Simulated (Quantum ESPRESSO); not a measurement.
# GaAs (F-43m) in Quantum ESPRESSO: further runs, part 3 of 3

Quantum ESPRESSO 7.5. The steps go on from the part before.

## 6. Dielectric tensor, BLYP

Contents of pw.in:

```
&CONTROL
  calculation = 'scf'
  prefix = 'pwscf'
  outdir = './tmp'
  pseudo_dir = './pseudo'
  tprnfor = .true.
  tstress = .true.
  disk_io = 'low'
/
&SYSTEM
  ibrav = 0
  nat = 2
  ntyp = 2
  ecutwfc = 84
  nbnd = 21
  input_dft = 'blyp'
  occupations = 'smearing'
  smearing = 'fd'
  degauss = 0.00367493
/
&ELECTRONS
  conv_thr = 4d-10
  electron_maxstep = 120
  mixing_beta = 0.5
/
ATOMIC_SPECIES
As    74.9216 As.upf
Ga    69.7230 Ga.upf
CELL_PARAMETERS bohr
   0.0000000000    5.3419722954    5.3419722954
   5.3419722954    0.0000000000    5.3419722954
   5.3419722954    5.3419722954    0.0000000000
ATOMIC_POSITIONS bohr
As     8.0129584431    8.0129584431    8.0129584431
Ga     0.0000000000    0.0000000000    0.0000000000
K_POINTS automatic
6 6 6 1 1 1
```

Contents of gamma.in:

```
&CONTROL
  calculation = 'bands'
  prefix = 'pwscf'
  outdir = './tmp'
  pseudo_dir = './pseudo'
  disk_io = 'low'
  verbosity = 'high'
/
&SYSTEM
  ibrav = 0
  nat = 2
  ntyp = 2
  ecutwfc = 84
  nbnd = 21
  input_dft = 'blyp'
  occupations = 'smearing'
  smearing = 'fd'
  degauss = 0.00367493
/
&ELECTRONS
  conv_thr = 1d-08
  electron_maxstep = 120
  mixing_beta = 0.5
  diago_full_acc = .true.
  startingwfc = 'random'
/
ATOMIC_SPECIES
As    74.9216 As.upf
Ga    69.7230 Ga.upf
CELL_PARAMETERS bohr
   0.0000000000    5.3419722954    5.3419722954
   5.3419722954    0.0000000000    5.3419722954
   5.3419722954    5.3419722954    0.0000000000
ATOMIC_POSITIONS bohr
As     8.0129584431    8.0129584431    8.0129584431
Ga     0.0000000000    0.0000000000    0.0000000000
K_POINTS crystal
1
0.0 0.0 0.0 1
```

Contents of scf2.in:

```
&CONTROL
  calculation = 'scf'
  prefix = 'pwscf'
  outdir = './tmp'
  pseudo_dir = './pseudo'
  tprnfor = .true.
  tstress = .true.
  disk_io = 'low'
/
&SYSTEM
  ibrav = 0
  nat = 2
  ntyp = 2
  ecutwfc = 84
  nbnd = 21
  input_dft = 'blyp'
  occupations = 'fixed'
/
&ELECTRONS
  conv_thr = 1d-13
  electron_maxstep = 120
  mixing_beta = 0.5
  startingpot = 'file'
/
ATOMIC_SPECIES
As    74.9216 As.upf
Ga    69.7230 Ga.upf
CELL_PARAMETERS bohr
   0.0000000000    5.3419722954    5.3419722954
   5.3419722954    0.0000000000    5.3419722954
   5.3419722954    5.3419722954    0.0000000000
ATOMIC_POSITIONS bohr
As     8.0129584431    8.0129584431    8.0129584431
Ga     0.0000000000    0.0000000000    0.0000000000
K_POINTS automatic
6 6 6 1 1 1
```

Contents of ph.in:

```
dielectric of GaAs
&INPUTPH
  prefix = 'pwscf'
  outdir = './tmp'
  tr2_ph = 1d-18
  fildyn = 'dyn'
  niter_ph = 90
  alpha_mix(1) = 0.7
  epsil = .true.
  trans = .false.
  zeu = .true.
/
0.0000000000 0.0000000000 0.0000000000
```

Potentials or basis: PseudoDojo 0.4.1 SR PBE standard.

The run is started by

```sh
OMP_NUM_THREADS=1 pw.x -in pw.in > pw.out
OMP_NUM_THREADS=1 pw.x -in gamma.in > gamma.out
OMP_NUM_THREADS=1 pw.x -in scf2.in > scf2.out
OMP_NUM_THREADS=1 ph.x -in ph.in > ph.out
```

pw.out:

```text
This program is part of the open-source Quantum ESPRESSO suite
     for quantum simulation of materials; please cite
         "P. Giannozzi et al., J. Phys.:Condens. Matter 21 395502 (2009);
         "P. Giannozzi et al., J. Phys.:Condens. Matter 29 465901 (2017);
         "P. Giannozzi et al., J. Chem. Phys. 152 154105 (2020);
     in publications or presentations arising from this work. More details at

     IMPORTANT: XC functional enforced from input :
     Exchange-correlation= BLYP
                           (   1   3   1   3   0   0   0)
     Any further DFT definition will be discarded
     Please, verify this is what you really want

     Message from routine setup:
     using ibrav=0 with symmetry is DISCOURAGED, use correct ibrav instead

     G-vector sticks info
     --------------------
     sticks:   dense  smooth     PW     G-vecs:    dense   smooth      PW
     Sum        1333    1333    379                31775    31775    5029

     Using Slab Decomposition

     bravais-lattice index     =            0
     lattice parameter (alat)  =       7.5547  a.u.
     unit-cell volume          =     304.8842 (a.u.)^3
     number of atoms/cell      =            2
     number of atomic types    =            2
     number of electrons       =        28.00
     number of Kohn-Sham states=           21
     kinetic-energy cutoff     =      84.0000  Ry
     charge density cutoff     =     336.0000  Ry
     scf convergence threshold =      4.0E-10
     mixing beta               =       0.5000
[... 101 lines left out ...]
     ethr =  2.24E-04,  avg # of iterations =  2.7

     total energy              =    -364.56078418 Ry
     estimated scf accuracy    <       0.06319859 Ry
[... 43 lines left out ...]
     iteration #  8     ecut=    84.00 Ry     beta= 0.50
     Davidson diagonalization with overlap
     ethr =  4.26E-12,  avg # of iterations =  3.3

     End of self-consistent calculation

          k = 0.0589 0.0589 0.0589 (  3915 PWs)   bands (ev):

   -25.8156 -25.8156 -25.8156 -25.8050 -25.8050  -5.6584  -5.6502  -5.6502
    -5.5729  -5.5729  -3.5091   7.8950   9.0540   9.0540  10.3954  13.1222
    13.1270  13.1270  17.4547  19.0172  19.0173
[... 87 lines left out ...]
   -25.8164 -25.8139 -25.8139 -25.8055 -25.8041  -5.7638  -5.6059  -5.6041
    -5.5954  -5.5615  -1.2139   2.4572   6.3156   6.6118  10.9208  11.4149
    18.4414  18.7049  20.0115  22.1316  22.1974

          k =-0.5303 0.1768-0.0589 (  3973 PWs)   bands (ev):

   -25.8160 -25.8144 -25.8141 -25.8053 -25.8043  -5.7492  -5.6179  -5.6128
    -5.5875  -5.5648  -1.6192   3.0521   6.1417   6.8389  11.7081  12.7843
    15.5457  17.4379  19.4988  21.2515  22.4940

          k =-0.4125 0.0589 0.0589 (  3977 PWs)   bands (ev):
[... 61 lines left out ...]
   -25.8153 -25.8148 -25.8146 -25.8049 -25.8047  -5.7392  -5.6282  -5.6251
    -5.5735  -5.5702  -1.6797   2.6911   6.3952   7.7145  11.5186  13.8497
    14.8031  17.1949  18.8318  19.7570  20.5579

     the Fermi energy is     9.6398 ev

!    total energy              =    -364.56916543 Ry
     estimated scf accuracy    <          2.8E-10 Ry
     smearing contrib. (-TS)   =      -0.00000003 Ry
     internal energy E=F+TS    =    -364.56916540 Ry

     The total energy is F=E-TS. E is the sum of the following terms:
     one-electron contribution =    -192.24748919 Ry
     hartree contribution      =     114.87048149 Ry
     xc contribution           =     -88.83932392 Ry
     ewald contribution        =    -198.35283378 Ry

     convergence has been achieved in   8 iterations

     Forces acting on atoms (cartesian axes, Ry/au):

     atom    1 type  1   force =    -0.00000000   -0.00000000    0.00000000
     atom    2 type  2   force =     0.00000000    0.00000000    0.00000000

     Total force =     0.000000     Total SCF correction =     0.000000

     Computing stress (Cartesian axis) and pressure

          total   stress  (Ry/bohr**3)                   (kbar)     P=       64.27
   0.00043689   0.00000000   0.00000000           64.27        0.00        0.00
   0.00000000   0.00043689   0.00000000            0.00       64.27        0.00
  -0.00000000   0.00000000   0.00043689           -0.00        0.00       64.27

=------------------------------------------------------------------------------=
   JOB DONE.
=------------------------------------------------------------------------------=
```

gamma.out:

```text
This program is part of the open-source Quantum ESPRESSO suite
     for quantum simulation of materials; please cite
         "P. Giannozzi et al., J. Phys.:Condens. Matter 21 395502 (2009);
         "P. Giannozzi et al., J. Phys.:Condens. Matter 29 465901 (2017);
         "P. Giannozzi et al., J. Chem. Phys. 152 154105 (2020);
     in publications or presentations arising from this work. More details at

[... 350 lines left out ...]

   -25.8156 -25.8156 -25.8156 -25.8050 -25.8050  -5.6518  -5.6518  -5.6518
    -5.5728  -5.5728  -3.5901   9.1648   9.1648   9.1648   9.4828  12.9621
    12.9621  12.9621  17.0076  19.5380  19.5380

=------------------------------------------------------------------------------=
   JOB DONE.
=------------------------------------------------------------------------------=
```

scf2.out:

```text
This program is part of the open-source Quantum ESPRESSO suite
     for quantum simulation of materials; please cite
         "P. Giannozzi et al., J. Phys.:Condens. Matter 21 395502 (2009);
         "P. Giannozzi et al., J. Phys.:Condens. Matter 29 465901 (2017);
         "P. Giannozzi et al., J. Chem. Phys. 152 154105 (2020);
[... 349 lines left out ...]
   0.00000000   0.00043686   0.00000000            0.00       64.26        0.00
   0.00000000   0.00000000   0.00043686            0.00        0.00       64.26

=------------------------------------------------------------------------------=
   JOB DONE.
=------------------------------------------------------------------------------=
```

Wall time 7.7 min (1 thread of Arm Neoverse V2, shared host); peak memory 0.09 GiB.

What came out:

```yaml
Free_energy: -4960.2162 eV
Pressure: 6.4 GPa
Electronic_dielectric_tensor_diagonal: 14.25
Born_charges_mean_of_the_diagonal: As -2.19; Ga +2.16 e
```

Levels at points of the mesh, in eV from the valence-band top:
| k point | band 10 | band 11 | band 12 | band 13 | band 14 | band 15 | band 16 | band 17 | band 18 | band 19 |
| --- | --- | --- | --- | --- | --- | --- | --- | --- | --- | --- |
| (0.08, 0.08, 0.08) | -14.63 | -12.56 | -1.16 | 0.00 | 0.00 | 1.34 | 4.07 | 4.07 | 4.07 | 8.40 |

Electronic dielectric tensor:
```
14.25  0.00  0.00
 0.00 14.25  0.00
 0.00  0.00 14.25
```

Born effective charge tensors (e):
atom 1, As
```
-2.19  0.00  0.00
 0.00 -2.19  0.00
 0.00  0.00 -2.19
```
atom 2, Ga
```
2.16 0.00 0.00
0.00 2.16 0.00
0.00 0.00 2.16
```

Caveat: the mesh is thin for the dielectric tensor, Born charges and intensities, which usually come out too large; the potentials were made for another functional, which shifts forces and pressure; the cell is more than 3 GPa from zero pressure, which shifts response properties; the gap on the mesh is small and may close between mesh points, in which case fixed occupations spoil the response.

## 7. Dielectric tensor, AM05

Changes to pw.in since step 6:

```diff
@@ -15,3 +15,3 @@
   nbnd = 21
-  input_dft = 'blyp'
+  input_dft = 'XC-000I-000I-120L-135L-000I-000I'
   occupations = 'smearing'
```

Changes to gamma.in since step 6:

```diff
@@ -14,3 +14,3 @@
   nbnd = 21
-  input_dft = 'blyp'
+  input_dft = 'XC-000I-000I-120L-135L-000I-000I'
   occupations = 'smearing'
```

Changes to scf2.in since step 6:

```diff
@@ -15,3 +15,3 @@
   nbnd = 21
-  input_dft = 'blyp'
+  input_dft = 'XC-000I-000I-120L-135L-000I-000I'
   occupations = 'fixed'
```

ph.in is that of step 6.

Potentials or basis: PseudoDojo 0.4.1 SR PBE standard.

The run is started by

```sh
OMP_NUM_THREADS=1 pw.x -in pw.in > pw.out
OMP_NUM_THREADS=1 pw.x -in gamma.in > gamma.out
OMP_NUM_THREADS=1 pw.x -in scf2.in > scf2.out
OMP_NUM_THREADS=1 ph.x -in ph.in > ph.out
```

pw.out:

```text
This program is part of the open-source Quantum ESPRESSO suite
     for quantum simulation of materials; please cite
         "P. Giannozzi et al., J. Phys.:Condens. Matter 21 395502 (2009);
         "P. Giannozzi et al., J. Phys.:Condens. Matter 29 465901 (2017);
         "P. Giannozzi et al., J. Chem. Phys. 152 154105 (2020);
     in publications or presentations arising from this work. More details at

     IMPORTANT: XC functional enforced from input :
     Exchange-correlation= XC-000I-000I-120L-135L-000I-000I
                           (   0   0 120 135   0   0   0)
     Any further DFT definition will be discarded
     Please, verify this is what you really want

     Message from routine setup:
     using ibrav=0 with symmetry is DISCOURAGED, use correct ibrav instead

     G-vector sticks info
     --------------------
     sticks:   dense  smooth     PW     G-vecs:    dense   smooth      PW
     Sum        1333    1333    379                31775    31775    5029

     Using Slab Decomposition

     bravais-lattice index     =            0
     lattice parameter (alat)  =       7.5547  a.u.
     unit-cell volume          =     304.8842 (a.u.)^3
     number of atoms/cell      =            2
     number of atomic types    =            2
     number of electrons       =        28.00
     number of Kohn-Sham states=           21
     kinetic-energy cutoff     =      84.0000  Ry
     charge density cutoff     =     336.0000  Ry
     scf convergence threshold =      4.0E-10
     mixing beta               =       0.5000
     number of iterations used =            8  plain     mixing
[... 111 lines left out ...]

     total energy              =    -363.80533634 Ry
     estimated scf accuracy    <       0.05385177 Ry
[... 57 lines left out ...]
     iteration # 10     ecut=    84.00 Ry     beta= 0.50
     Davidson diagonalization with overlap
     ethr =  3.13E-12,  avg # of iterations =  2.0

     End of self-consistent calculation

          k = 0.0589 0.0589 0.0589 (  3915 PWs)   bands (ev):

   -26.2609 -26.2608 -26.2608 -26.2513 -26.2513  -5.9563  -5.9476  -5.9476
    -5.8702  -5.8702  -3.9416   7.4939   8.6113   8.6113  10.0446  12.6104
    12.6236  12.6236  16.7842  18.3711  18.3711
[... 87 lines left out ...]
   -26.2617 -26.2591 -26.2591 -26.2518 -26.2504  -6.0653  -5.9023  -5.8999
    -5.8937  -5.8584  -1.5957   2.0253   5.8085   6.1193  10.3212  10.8510
    18.0061  18.2901  19.5318  21.5481  21.6749

          k =-0.5303 0.1768-0.0589 (  3973 PWs)   bands (ev):

   -26.2612 -26.2596 -26.2593 -26.2516 -26.2506  -6.0505  -5.9144  -5.9092
    -5.8855  -5.8618  -2.0125   2.6307   5.6239   6.3423  11.1550  12.2636
    15.0121  16.9862  18.9811  20.7052  21.9652

          k =-0.4125 0.0589 0.0589 (  3977 PWs)   bands (ev):
[... 61 lines left out ...]
   -26.2605 -26.2600 -26.2598 -26.2512 -26.2510  -6.0406  -5.9253  -5.9218
    -5.8708  -5.8673  -2.0688   2.2276   5.8971   7.2462  11.0623  13.2894
    14.2788  16.6857  18.2357  19.1496  19.8688

     the Fermi energy is     9.2006 ev

!    total energy              =    -363.81188762 Ry
     estimated scf accuracy    <          3.2E-12 Ry
     smearing contrib. (-TS)   =      -0.00000003 Ry
     internal energy E=F+TS    =    -363.81188759 Ry

     The total energy is F=E-TS. E is the sum of the following terms:
     one-electron contribution =    -191.80730256 Ry
     hartree contribution      =     114.37106401 Ry
     xc contribution           =     -88.02281526 Ry
     ewald contribution        =    -198.35283378 Ry

     convergence has been achieved in  10 iterations

     Forces acting on atoms (cartesian axes, Ry/au):

     atom    1 type  1   force =     0.00000000    0.00000000    0.00000000
     atom    2 type  2   force =     0.00000000    0.00000000    0.00000000

     Total force =     0.000000     Total SCF correction =     0.000000

     Computing stress (Cartesian axis) and pressure

          total   stress  (Ry/bohr**3)                   (kbar)     P=        4.54
   0.00003083   0.00000000   0.00000000            4.54        0.00        0.00
   0.00000000   0.00003083   0.00000000            0.00        4.54        0.00
   0.00000000   0.00000000   0.00003083            0.00        0.00        4.54

=------------------------------------------------------------------------------=
   JOB DONE.
=------------------------------------------------------------------------------=
```

Wall time 7.8 min (1 thread of Arm Neoverse V2, shared host); peak memory 0.09 GiB.

What came out:

| Item | Value |
| --- | --- |
| Free energy | -4949.9129 eV |
| Pressure | 0.5 GPa |
| Electronic dielectric tensor (diagonal) | 14.04 |
| Born charges (mean of the diagonal) | As -2.13; Ga +2.11 e |

Electronic dielectric tensor:
```
14.04  0.00  0.00
 0.00 14.04  0.00
 0.00  0.00 14.04
```

Born effective charge tensors (e):
atom 1, As
```
-2.13  0.00  0.00
 0.00 -2.13  0.00
 0.00  0.00 -2.13
```
atom 2, Ga
```
2.11 0.00 0.00
0.00 2.11 0.00
0.00 0.00 2.11
```

Caveat: the mesh is thin for the dielectric tensor, Born charges and intensities, which usually come out too large; the potentials were made for another functional, which shifts forces and pressure; the gap on the mesh is small and may close between mesh points, in which case fixed occupations spoil the response.

## 8. Summary

| level | potentials or basis | cutoff (eV) | form of the LDA correlation | pressure (GPa) |
| --- | --- | --- | --- | --- |
| LDA | PseudoDojo 0.4.1 SR LDA standard | 1088 | PW92 | -2.1 |
| PBE | PseudoDojo 0.4.1 SR PBE standard | 1143 | - | 3.4 |
| PBEsol | PseudoDojo 0.4.1 SR PBEsol standard | 1143 | - | 0.3 |
| WC | PseudoDojo 0.4.1 SR PBE standard | 1143 | - | 0.4 |
| BLYP | PseudoDojo 0.4.1 SR PBE standard | 1143 | - | 6.4 |
| AM05 | PseudoDojo 0.4.1 SR PBE standard | 1143 | - | 0.5 |

Alike in all rows: task dielectric tensor; no spin polarisation; cell as given; k mesh 6 × 6 × 6, shifted; smearing fermi-dirac 0.05 eV.

Caveats: the gap on the mesh is small and may close between mesh points, in which case fixed occupations spoil the response (some runs); the potentials were made for another functional, which shifts forces and pressure (some runs); the cell is more than 3 GPa from zero pressure, which shifts response properties (some runs).

Absolute energies hang on the potentials; compare differences alone.

## 9. How close it comes

Step 2. A measured high-frequency dielectric constant of GaAs is 10.89 (300 K; a printed reference work, textbook); the calculated 15.02 misses it by +37.9 %. So large a miss can be the level of theory's own, or it may mean another phase, state or a wrong row.

Step 3. Against the measured high-frequency dielectric constant of GaAs, 10.89 (300 K; a printed reference work, textbook), the calculated 13.83 is off by +27.0 %.

Step 4. A measured high-frequency dielectric constant of GaAs is 10.89 (300 K; a printed reference work, textbook); the calculated 14.32 misses it by +31.5 %. So large a miss can be the level of theory's own, or it may mean another phase, state or a wrong row.

Step 5. Measured high-frequency dielectric constant of GaAs: 10.89 (300 K; a printed reference work, textbook). This calculation gives 14.56 (+33.7 %). So large a miss can be the level of theory's own, or it may mean another phase, state or a wrong row.

Step 6. Measured high-frequency dielectric constant of GaAs: 10.89 (300 K; a printed reference work, textbook). This calculation gives 14.25 (+30.9 %). So large a miss can be the level of theory's own, or it may mean another phase, state or a wrong row.

Step 7. Measured high-frequency dielectric constant of GaAs: 10.89 (300 K; a printed reference work, textbook). This calculation gives 14.04 (+28.9 %).
